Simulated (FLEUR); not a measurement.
# Al (P6_3/mmc) in FLEUR: a series of runs, part 2 of 2

FLEUR MaX-R8.1 (later development tree).

## (5) Equation of state, r2SCAN, 16.67 Å³/atom

inp.xml

```xml
<?xml version="1.0" encoding="UTF-8" standalone="no"?>
<fleurInput fleurInputVersion="0.39">
   <comment>
      Al                                                                                                  
   </comment>
   <calculationSetup>
      <cutoffs Kmax="4.1" Gmax="12.7" GmaxXC="12.7" numbands="0"/>
      <scfLoop itmax="80" minDistance="0.0001" maxIterBroyd="30" imix="Anderson" alpha="0.05" precondParam="0.0" spinf="2.0" sdNocoIR="T"/>
      <coreElectrons ctail="F" frcor="F" kcrel="0" coretail_lmax="0"/>
      <xcFunctional name="LibXC" relativisticCorrections="F">
         <LibXCName exchange="mgga_x_r2scan" correlation="mgga_c_r2scan"/>
         <AuxGGA exchange="117" correlation="130"/>
      </xcFunctional>
      <magnetism jspins="1"/>
      <soc l_soc="F" theta="0.0" phi="0.0" spav="F"/>
      <expertModes spex="0" secvar="F"/>
      <geometryOptimization l_f="F" forcealpha="1.0" forcemix="BFGS" epsdisp="0.00001" epsforce="0.00001"/>
      <ldaU l_linMix="F" mixParam="0.05" spinf="1.0"/>
   </calculationSetup>
   <cell>
      <bzIntegration valenceElectrons="22.0" mode="hist" fermiSmearingEnergy="0.00183747">
         <kPointListSelection listName="default-1"/>
         <!-- k-points included here -->
         <xi:include xmlns:xi="http://www.w3.org/2001/XInclude" href="kpts.xml"> </xi:include>
      </bzIntegration>
      <!-- symmetry operations included here -->
      <xi:include xmlns:xi="http://www.w3.org/2001/XInclude" href="sym.xml"> </xi:include>
      <bulkLattice scale="1.0000000000">
         <bravaisMatrix>
            <row-1>    5.3147703520006262     0.0000000000000000     0.0000000000000000</row-1>
            <row-2>   -2.6573851759058265     4.6027261400968564     0.0000000000000000</row-2>
            <row-3>    0.0000000000000000     0.0000000000000000     9.1970135895095098</row-3>
         </bravaisMatrix>
      </bulkLattice>
   </cell>
   <atomSpecies>
      <species name="Aluminum (Al)" element="Al" atomicNumber="13">
         <mtSphere radius="2.39" gridPoints="813" logIncrement="0.014"/>
         <atomicCutoffs lmax="10" lnonsphr="10"/>
         <electronConfig flipSpins="F">
            <coreConfig>(1s1/2)</coreConfig>
            <valenceConfig>(2s1/2) (2p1/2) (2p3/2) (3s1/2) (3p1/2) (3p3/2)</valenceConfig>
            <stateOccupation state="(3p1/2)" spinUp="0.166667" spinDown="0.166667"/>
            <stateOccupation state="(3p3/2)" spinUp="0.333333" spinDown="0.333333"/>
         </electronConfig>
         <energyParameters s="3" p="3" d="3" f="4"/>
         <lo type="SCLO" l="0" n="2" eDeriv="0"/>
         <lo type="SCLO" l="1" n="2" eDeriv="0"/>
         <lo type="SCLO" l="2" n="3" eDeriv="2"/>
         <lo type="SCLO" l="3" n="4" eDeriv="2"/>
      </species>
   </atomSpecies>
   <atomGroups>
      <atomGroup species="Aluminum (Al)">
         <relPos label="                   1">1.000/3.000 -1.000/3.000 1.000/4.000</relPos>
         <relPos label="                   2">-1.000/3.000 1.000/3.000 -1.000/4.000</relPos>
         <force calculate="T" relaxXYZ="TTT"/>
      </atomGroup>
   </atomGroups>
   <output dos="F" band="F" slice="F">
      <checks vchk="F" cdinf="F"/>
      <bandDOS minEnergy="-.5*Htr" maxEnergy="0.5*Htr" sigma="0.015" storeEVData="T"/>
      <vacuumDOS vacdos="F" integ="F" star="F" nstars="0" locx1="0.0" locy1="0.0" locx2="0.0" locy2="0.0" nstm="0" tworkf="0.0"/>
      <unfoldingBand unfoldBand="F" supercellX="1" supercellY="1" supercellZ="1"/>
      <plotting iplot="0" polar="F">
         <plot TwoD="T" vec1="  1.0  0.0  0.0" vec2="  0.0  1.0  0.0" vec3="  0.0  0.0  1.0" zero="  0.0  0.0  0.0" file="plot"/>
      </plotting>
      <chargeDensitySlicing numkpt="0" minEigenval="0.0" maxEigenval="0.0" nnne="0" pallst="F"/>
      <specialOutput eonly="F"/>
      <moessbauerParams electricFieldGradient="T" isomerShift="T" coreHyperfine="T" valenceHyperfine="T"/>
      <magneticCircularDichroism mcd="F" energyLo="-10.0" energyUp="0.0"/>
   </output>
  <!-- We include the file relax.xml here to enable relaxations (see documentation) -->
  <xi:include xmlns:xi="http://www.w3.org/2001/XInclude" href="relax.xml"> <xi:fallback/> </xi:include>
</fleurInput>
```

Command:

```sh
$ inpgen -f crystal.txt -profile fastHighL
$ # inp.xml edited to the form shown
$ fleur_MPI
```

It took 29 s on 1 thread of Arm Neoverse V1, shared host; peak memory 0.09 GiB.

It converged, with:

```
Free energy                                           : -13220.5305 eV
Band gap on the k mesh                                : none (metal or under the smearing width)
Valence electrons inside the program's atomic spheres : Al 9.55 (radii Al 2.39 bohr)
```

Caveat: the meta-GGA is that of a development version, with a GGA for the radial functions and cores and without core tails.

## (6) Equation of state, r2SCAN, 17.34 Å³/atom (volume scaled by 1.04)

inp.xml: that of step 5 with these lines changed.

```diff
@@ -27,3 +27,3 @@
       <xi:include xmlns:xi="http://www.w3.org/2001/XInclude" href="sym.xml"> </xi:include>
-      <bulkLattice scale="1.0000000000">
+      <bulkLattice scale="1.0131594038">
          <bravaisMatrix>
```

Potentials or basis: all-electron, FLAPW.

Command:

```sh
$ inpgen -f crystal.txt -profile fastHighL
$ # inp.xml edited to the form shown
$ fleur_MPI
```

Wall time 30 s (1 thread of Arm Neoverse V1, shared host); peak memory 0.09 GiB.

Results (log left out):

- Free energy: -13220.4963 eV
- Band gap on the k mesh: none (metal or under the smearing width)
- Valence electrons inside the program's atomic spheres: Al 9.50 (radii Al 2.39 bohr)

Caveat: the meta-GGA is that of a development version, with a GGA for the radial functions and cores and without core tails.

## (7) Equation of state, r2SCAN, 17.67 Å³/atom (volume scaled by 1.06)

inp.xml: that of step 6 with these lines changed.

```diff
@@ -27,3 +27,3 @@
       <xi:include xmlns:xi="http://www.w3.org/2001/XInclude" href="sym.xml"> </xi:include>
-      <bulkLattice scale="1.0131594038">
+      <bulkLattice scale="1.0196128224">
          <bravaisMatrix>
```

Command:

```sh
$ inpgen -f crystal.txt -profile fastHighL
$ # inp.xml edited to the form shown
$ fleur_MPI
```

It took 31 s on 1 thread of Arm Neoverse V1, shared host; peak memory 0.09 GiB.

It converged, with:

| Property | Result |
| --- | --- |
| Free energy | -13220.4712 eV |
| Band gap on the k mesh | none (metal or under the smearing width) |
| Valence electrons inside the program's atomic spheres | Al 9.48 (radii Al 2.39 bohr) |

Caveat: the meta-GGA is that of a development version, with a GGA for the radial functions and cores and without core tails.

## (8) Equation of state, r2SCAN

This step only gathers the single runs of the series.

What came out:

| Item | Value |
| --- | --- |
| Equilibrium volume | 16.13 Å³/atom |
| Bulk modulus at fixed shape and positions | 88 GPa |

Energy against volume, from the lowest point:
```csv
volume (Å³/atom),energy (meV/atom)
15.669,3.52
16.003,0.00
16.669,4.37
17.336,21.47
17.670,33.98
```

Caveat: the meta-GGA is that of a development version, with a GGA for the radial functions and cores and without core tails; the cell was scaled at fixed shape and fractional positions, which overstates the stiffness of a crystal with free parameters, most of all of layers and chains.
